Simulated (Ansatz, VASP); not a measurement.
One calculation of Si, two programs

The input POSCAR:

```
Si
1.0
    0.0000000000      2.7168139080      2.7168139080
    2.7168139080      0.0000000000      2.7168139080
    2.7168139080      2.7168139080      0.0000000000
Si
2
Direct
    0.7500000000      0.7500000000      0.7500000000
    0.5000000000      0.5000000000      0.5000000000
```

Contents of INCAR.step1:

```
SYSTEM = Si
ALGO     = Normal         ! electronic algorithm
EDIFF    = 1E-4           ! SCF threshold, eV
ENCUT    = 520            ! plane-wave cutoff, eV
GGA      = PE             ! functional
ISMEAR   = 0              ! smearing method
LASPH    = .True.         ! aspherical terms in the spheres
LCHARG   = .False.        ! write CHGCAR
LREAL    = .False.        ! projectors in reciprocal space
LWAVE    = .True.         ! write WAVECAR
NBANDS   = 11             ! bands
NELM     = 60             ! most SCF steps
PREC     = Accurate       ! precision mode
SIGMA    = 0.02           ! smearing width, eV
```

The input INCAR.step2:

```
SYSTEM = Si
ALGO     = Normal         ! electronic algorithm
EDIFF    = 1E-7           ! SCF threshold, eV
ENCUT    = 520            ! plane-wave cutoff, eV
ISIF     = 2              ! what is computed and relaxed
ISMEAR   = 0              ! smearing method
ISTART   = 1            
LASPH    = .True.         ! aspherical terms in the spheres
LCHARG   = .False.        ! write CHGCAR
LMIXTAU  = .True.       
LREAL    = .False.        ! projectors in reciprocal space
LWAVE    = .False.        ! write WAVECAR
METAGGA  = R2SCAN         ! meta-GGA
NBANDS   = 11             ! bands
NELM     = 60             ! most SCF steps
PREC     = Accurate       ! precision mode
SIGMA    = 0.02           ! smearing width, eV
```

File KPOINTS:

```
k-points
0
Gamma
  12 12 12
  0 0 0
```

Input for Ansatz:

```yaml
crystal:
  lattice:
    - [0.0, 2.716813908, 2.716813908]
    - [2.716813908, 0.0, 2.716813908]
    - [2.716813908, 2.716813908, 0.0]
  atoms:
    - { symbol: Si, position: [0.75, 0.75, 0.75] }
    - { symbol: Si, position: [0.5, 0.5, 0.5] }
basis:
  ecutwfc: 500
kpoints:
  mp_grid: { grid: [12, 12, 12] }
  band_path:
    path:
      - [0.0, 0.0, 0.0]
      - [0.5, 0.0, 0.5]
      - [0.625, 0.25, 0.625]
      - [0.375, 0.375, 0.75]
      - [0.5, 0.5, 0.5]
      - [0.5, 0.25, 0.75]
      - [0.0, 0.421875, 0.421875]
    npoints: 1
hamiltonian:
  xc: r2scan
scf:
  occupations: { method: gaussian, width: 0.02 }
  n_extra_bands: 4
output:
  forces: true
  stress: true
  eigenvalues: true
```

Alike in both runs: task single point; functional r2SCAN; k mesh 12 × 12 × 12; occupations gaussian, width 0.02 eV; no spin polarisation.

```csv
,VASP,Ansatz
version,VASP 6.6.1,Ansatz 0.2.0
potentials or method,"VASP PAW PBE potentials, release 64 (Si)","scalar-relativistic, plane waves, PAW"
plane-wave cutoff (eV),520,500
valence electrons in the cell,8,8
```

Ansatz gave:

| Item | Value |
| --- | --- |
| gap on the k mesh at the Fermi level (eV) | 0.76 |
| least direct gap on the mesh (eV) | 2.74 |
| pressure (GPa) | 0.6 |

**Question.** What did VASP give for the same quantities?

**Answer.** gap on the k mesh at the Fermi level (eV): 0.78; least direct gap on the mesh (eV): 2.76; pressure (GPa): 0.3.

Caveats: the PAW data sets were made with another functional, which shifts forces and pressure a little (VASP). A k mesh can miss the band edges.
